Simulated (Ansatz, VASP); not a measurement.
Two plane-wave programs on MgSi

Contents of POSCAR:

```
MgSi
1.0
    2.9083940000      0.0000000000      0.0000000000
    0.0000000000      2.9083940000      0.0000000000
    0.0000000000      0.0000000000      4.1034270000
Mg Si
1 1
Direct
    0.0000000000      0.0000000000      0.0000000000
    0.5000000000      0.5000000000      0.5000000000
```

The input INCAR.step1:

```
SYSTEM = MgSi
PREC     = Accurate       ! precision mode
ENCUT    = 520            ! plane-wave cutoff, eV
ISMEAR   = 0              ! smearing method
SIGMA    = 0.1            ! smearing width, eV
LREAL    = .False.        ! projectors in reciprocal space
LASPH    = .True.         ! aspherical terms in the spheres
NELM     = 100            ! most SCF steps
NBANDS   = 10             ! bands
GGA      = PE             ! functional
ALGO     = Normal         ! electronic algorithm
EDIFF    = 1E-4           ! SCF threshold, eV
LWAVE    = .True.         ! write WAVECAR
LCHARG   = .False.        ! write CHGCAR
```

Contents of INCAR.step2:

```
SYSTEM = MgSi
PREC     = Accurate       ! precision mode
ENCUT    = 520            ! plane-wave cutoff, eV
EDIFF    = 1E-6           ! SCF threshold, eV
ISMEAR   = 0              ! smearing method
SIGMA    = 0.1            ! smearing width, eV
LREAL    = .False.        ! projectors in reciprocal space
LASPH    = .True.         ! aspherical terms in the spheres
NELM     = 100            ! most SCF steps
ALGO     = Normal         ! electronic algorithm
ISIF     = 2              ! what is computed and relaxed
LWAVE    = .False.        ! write WAVECAR
LCHARG   = .True.         ! write CHGCAR
METAGGA  = R2SCAN         ! meta-GGA
LMIXTAU  = .True.       
LELF     = .True.         ! ELF
LVHAR    = .True.       
NBANDS   = 10             ! bands
ISTART   = 1
```

KPOINTS

```
Automatic mesh
0
Gamma
  6 6 4
  0 0 0
```

Input for Ansatz:

```yaml
crystal:
  lattice:
    - [2.908394, 0.0, 0.0]
    - [0.0, 2.908394, 0.0]
    - [0.0, 0.0, 4.103427]
  atoms:
    - { symbol: Mg, position: [0.0, 0.0, 0.0] }
    - { symbol: Si, position: [0.5, 0.5, 0.5] }
basis:
  ecutwfc: 500
kpoints:
  mp_grid: { grid: [6, 6, 4] }
hamiltonian:
  xc: r2scan
scf:
  occupations: { method: gaussian, width: 0.1 }
output:
  forces: true
  stress: true
  eigenvalues: true
```

The cell comes from a database or a generator and needn't be the stable form of this composition.

Alike in both runs: task single point; functional r2SCAN; k mesh 6 × 6 × 4; occupations gaussian, width 0.1 eV; no spin polarisation.

|  | VASP | Ansatz |
| --- | --- | --- |
| version | VASP 6.6.1 | Ansatz 0.2.0 |
| potentials or method | VASP PAW PBE potentials, release 64 (Mg, Si) | scalar-relativistic, plane waves, PAW |
| plane-wave cutoff (eV) | 520 | 500 |
| valence electrons in the cell | 6 | 14 |

Ansatz gave:

```
gap on the k mesh at the Fermi level (eV)       : none
pressure (GPa)                                  : -0.2
largest component of the traceless stress (GPa) : 1.53
```

Problem. Estimate VASP's values.

Solution. gap on the k mesh at the Fermi level (eV): none; pressure (GPa): -0.5; largest component of the traceless stress (GPa): 1.46.

A gap of «none» marks a metal or a gap that the smearing closes. The two sets of potentials don't hold the same shells in valence.

Caveats: the k mesh is coarse (spacing up to 0.38 Å⁻¹), so the values aren't converged; the PAW data sets were made with another functional, which shifts forces and pressure a little (VASP).
